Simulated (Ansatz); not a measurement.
Ag:

```
CELL_PARAMETERS angstrom
-1.65565 1.65565 1.65565
1.65565 -1.65565 1.65565
1.65565 1.65565 -1.65565
ATOMIC_POSITIONS crystal
Ag 0.00000 0.00000 0.00000
```

This isn't the form of Ag at room conditions, which is fcc.

- Program: Ansatz 0.2.0
- Task: relaxation of cell and atoms
- Functional: HSEsol
- Potentials or basis: Ansatz PAW
- Cutoff: 420 eV (not typed: the program's choice for these potentials)
- k mesh: 6 × 6 × 6
- Occupations: fermi-dirac, width 0.05 eV
- Spin: no spin polarisation

At the start: volume 18.15 Å³/atom.

Task: Where does the relaxation end?

Result: It ends after 5 steps and the volume is 17.02 Å³/atom (-6.2 %); space group Im-3m (No. 229, to 0.05 Å).

Step by step:
```tsv
step	energy change (eV)	largest force (eV/Å)	volume (Å³)
1	0.0000	0.0000	18.15
2	-0.0121	0.0000	16.34
3	-0.0209	0.0000	17.17
4	-0.0214	0.0000	17.02
5	-0.0205	0.0000	17.02
```

Final structure:
```xyz
1
Lattice="-1.6205 1.6205 1.6205 1.6205 -1.6205 1.6205 1.6205 1.6205 -1.6205" Properties=species:S:1:pos:R:3 pbc="T T T"
Ag    0.0000    0.0000    0.0000
```

Caveat: the k mesh is coarse (spacing up to 0.45 Å⁻¹), so the values aren't converged, least of all with exact exchange; the plane-wave basis is chosen anew once the cell has moved, so the energies of steps on either side of that aren't comparable; the PAW data sets come from PBE, with cores solved anew for the run's functional, which leaves a small shift of forces and pressure.
